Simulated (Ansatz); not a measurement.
PtAs2 (started from an entry of an open crystallographic database) at its r2SCAN geometry, run in the plane-wave code Ansatz at 3 levels of theory. No spin polarisation and no zero-point or thermal motion.

The r2SCAN input:
```yaml
crystal:
  lattice:
    - [6.0093797585, 0.0, 0.0]
    - [0.0, 6.0093797585, 0.0]
    - [0.0, 0.0, 6.0093797585]
  atoms:
    - { symbol: As, position: [0.3840512993, 0.3840512993, 0.3840512993] }
    - { symbol: As, position: [0.1159487007, 0.6159487007, 0.8840512993] }
    - { symbol: As, position: [0.8840512993, 0.1159487007, 0.6159487007] }
    - { symbol: As, position: [0.6159487007, 0.8840512993, 0.1159487007] }
    - { symbol: As, position: [0.6159487007, 0.6159487007, 0.6159487007] }
    - { symbol: As, position: [0.8840512993, 0.3840512993, 0.1159487007] }
    - { symbol: As, position: [0.1159487007, 0.8840512993, 0.3840512993] }
    - { symbol: As, position: [0.3840512993, 0.1159487007, 0.8840512993] }
    - { symbol: Pt, position: [0.0, 0.0, 0.0] }
    - { symbol: Pt, position: [0.5, 0.0, 0.5] }
    - { symbol: Pt, position: [0.5, 0.5, 0.0] }
    - { symbol: Pt, position: [0.0, 0.5, 0.5] }
kpoints:
  mp_grid: { grid: [4, 4, 4] }
  band_path:
    path:
      - [0.0, 0.0, 0.0]
      - [0.0, 0.5, 0.0]
      - [0.5, 0.5, 0.0]
      - [0.5, 0.5, 0.5]
      - [0.5, 0.0, 0.0]
      - [0.0, 0.359375, 0.380208]
    npoints: 1
hamiltonian:
  xc: r2scan
scf:
  occupations: { method: fixed }
  n_extra_bands: 7
output:
  forces: true
  stress: true
  eigenvalues: true
```

Main results, then, where recorded, the levels near the gap in eV from the Fermi energy (columns number the bands from 0), one row a point of the path (Γ, X, M, R, X₁, (0, 0.359, 0.380)):
```
Crystal: 12 atoms, lattice volume = 217.015 Å³
Symmetry: 24 space group operations
Space group: Pa-3 (ITA 205)
```
```
Basis set: ecut = 500 eV, 5497 PW (Γ)
Bands: 103, of which v1, the nominal top of the filled ones, is band 96 counted from 1 (95 counted from 0)
k-points: 11 of 64
Free energy (F): -89070.931751 eV
Fermi energy:    14.388102 eV
--- Forces (eV/Å), atoms counted from 1 ---
  atom   1  As    -0.00010    -0.00010    -0.00010
  atom   2  As      0.00010      0.00010    -0.00010
  atom   3  As    -0.00010      0.00010      0.00010
  atom   4  As      0.00010    -0.00010      0.00010
  atom   5  As      0.00010      0.00010      0.00010
  atom   6  As    -0.00010    -0.00010      0.00010
  atom   7  As      0.00010    -0.00010    -0.00010
  atom   8  As    -0.00010      0.00010    -0.00010
  atom   9  Pt      0.00000      0.00000      0.00000
  atom  10  Pt      0.00000      0.00000      0.00000
  atom  11  Pt      0.00000      0.00000      0.00000
  atom  12  Pt      0.00000      0.00000      0.00000
--- Stress (GPa, compression-positive) ---
       -0.006318       0.000000       0.000000
        0.000000      -0.006318       0.000000
        0.000000       0.000000      -0.006318
  P = ⅓ Tr σ = -0.0063 GPa (-0.063 kbar)
```
```tsv
band_92	band_93	band_94	band_95	band_96	band_97	band_98
-2.294	-0.739	-0.739	-0.739	1.045	1.045	1.045
-0.997	-0.997	-0.662	-0.662	1.944	1.944	2.064
-0.306	-0.306	-0.306	-0.306	2.352	2.352	2.352
-0.459	-0.459	-0.459	-0.459	0.663	0.663	0.663
-0.997	-0.997	-0.662	-0.662	1.944	1.944	2.064
-0.999	-0.647	-0.554	0.305	1.565	1.853	2.330
```

With r2SCAN the valence top lies at k = (0, 0.359, 0.380) and the conduction bottom at R, 0.36 eV higher; the smallest vertical gap, at R, is 1.12 eV.

HSE06. Against the first input these blocks differ (the band path and keys that only write files left aside):
```yaml
hamiltonian:
  xc: hse06
```

```
Basis set: ecut = 420 eV, 4169 PW (Γ)
Bands: 103, of which v1, the nominal top of the filled ones, is band 96 counted from 1 (95 counted from 0)
k-points: 11 of 64
Exchange kernel: α = 0.2500, screened, ω = 0.2079 Å⁻¹, Wigner–Seitz truncation, v(0) = 1046.7796 eV·Å³, q-mesh 4×4×4
hybrid outer 1: dexx = +7.221e-2 eV, tail = 7.31e-4 eV
hybrid outer 2: dexx = +6.694e-6 eV, tail = 2.37e-7 eV, Δε = 4.36e-3 eV, ΔF = 1.64e-3 eV/Å
hybrid outer 3: dexx = +1.003e-8 eV, tail = 6.13e-9 eV, Δε = 1.93e-4 eV, ΔF = 1.67e-5 eV/Å
Free energy (F): -88966.527360 eV
Fermi energy:    14.283863 eV
--- Forces (eV/Å), atoms counted from 1 ---
  atom   1  As    -0.01490    -0.01490    -0.01490
  atom   2  As      0.01490      0.01490    -0.01490
  atom   3  As    -0.01490      0.01490      0.01490
  atom   4  As      0.01490    -0.01490      0.01490
  atom   5  As      0.01490      0.01490      0.01490
  atom   6  As    -0.01490    -0.01490      0.01490
  atom   7  As      0.01490    -0.01490    -0.01490
  atom   8  As    -0.01490      0.01490    -0.01490
  atom   9  Pt      0.00000      0.00000      0.00000
  atom  10  Pt      0.00000      0.00000      0.00000
  atom  11  Pt      0.00000      0.00000      0.00000
  atom  12  Pt      0.00000      0.00000      0.00000
--- Stress (GPa, compression-positive) ---
       -2.280415       0.000000       0.000000
        0.000000      -2.280415       0.000000
        0.000000       0.000000      -2.280415
  P = ⅓ Tr σ = -2.2804 GPa (-22.804 kbar)
```
```tsv
band_92	band_93	band_94	band_95	band_96	band_97	band_98
-2.671	-0.796	-0.796	-0.796	1.240	1.240	1.240
-1.175	-1.175	-0.745	-0.745	2.172	2.172	2.396
-0.410	-0.410	-0.410	-0.410	2.680	2.680	2.680
-0.534	-0.534	-0.534	-0.534	0.899	0.899	0.899
-1.175	-1.175	-0.745	-0.745	2.172	2.172	2.396
-1.193	-0.753	-0.640	0.290	1.822	2.166	2.640
```

The HSE06 gap is indirect, 0.61 eV (k = (0, 0.359, 0.380) to R), below the direct gap of 1.43 eV at R. The mean pressure is -2.3 GPa (compression positive), so HSE06 would shrink the cell's volume. The stress of a hybrid is loosely converged here.

PBE0. Against the first input these blocks differ (the band path and keys that only write files left aside):
```yaml
hamiltonian:
  xc: pbe0
```

```
Basis set: ecut = 420 eV, 4169 PW (Γ)
Bands: 103, of which v1, the nominal top of the filled ones, is band 96 counted from 1 (95 counted from 0)
k-points: 11 of 64
hybrid outer 1: dexx = +1.130e-1 eV, tail = 8.98e-4 eV
hybrid outer 2: dexx = +1.852e-5 eV, tail = 4.51e-7 eV, Δε = 3.71e-3 eV, ΔF = 1.92e-3 eV/Å
hybrid outer 3: dexx = +1.612e-8 eV, tail = 9.74e-9 eV, Δε = 1.55e-4 eV, ΔF = 1.74e-5 eV/Å
Free energy (F): -88954.998238 eV
Fermi energy:    13.989386 eV
--- Forces (eV/Å), atoms counted from 1 ---
  atom   1  As    -0.00740    -0.00740    -0.00740
  atom   2  As      0.00740      0.00740    -0.00740
  atom   3  As    -0.00740      0.00740      0.00740
  atom   4  As      0.00740    -0.00740      0.00740
  atom   5  As      0.00740      0.00740      0.00740
  atom   6  As    -0.00740    -0.00740      0.00740
  atom   7  As      0.00740    -0.00740    -0.00740
  atom   8  As    -0.00740      0.00740    -0.00740
  atom   9  Pt      0.00000      0.00000      0.00000
  atom  10  Pt      0.00000      0.00000      0.00000
  atom  11  Pt      0.00000      0.00000      0.00000
  atom  12  Pt      0.00000      0.00000      0.00000
--- Stress (GPa, compression-positive) ---
       -2.443960       0.000000       0.000000
        0.000000      -2.443960       0.000000
        0.000000       0.000000      -2.443960
  P = ⅓ Tr σ = -2.4440 GPa (-24.440 kbar)
```
```tsv
band_92	band_93	band_94	band_95	band_96	band_97	band_98
-2.749	-0.824	-0.824	-0.824	1.849	1.849	1.849
-1.218	-1.218	-0.764	-0.764	2.797	2.797	3.026
-0.420	-0.420	-0.420	-0.420	3.291	3.291	3.291
-0.546	-0.546	-0.546	-0.546	1.465	1.465	1.465
-1.218	-1.218	-0.764	-0.764	2.797	2.797	3.026
-1.242	-0.766	-0.641	0.339	2.382	2.793	3.247
```

The PBE0 gap is indirect, 1.13 eV (k = (0, 0.359, 0.380) to R), below the direct gap of 2.01 eV at R. At this geometry PBE0 finds -2.4 GPa, compression counted positive: its own equilibrium volume is smaller. The stress of a hybrid is loosely converged here.

Totals of different functionals can't be compared.

No spin-orbit coupling is included; it can move band edges with weight on the heavy atoms by tenths of an eV.

The meshes of the hybrids are coarse, so their gaps aren't converged to the digits shown.
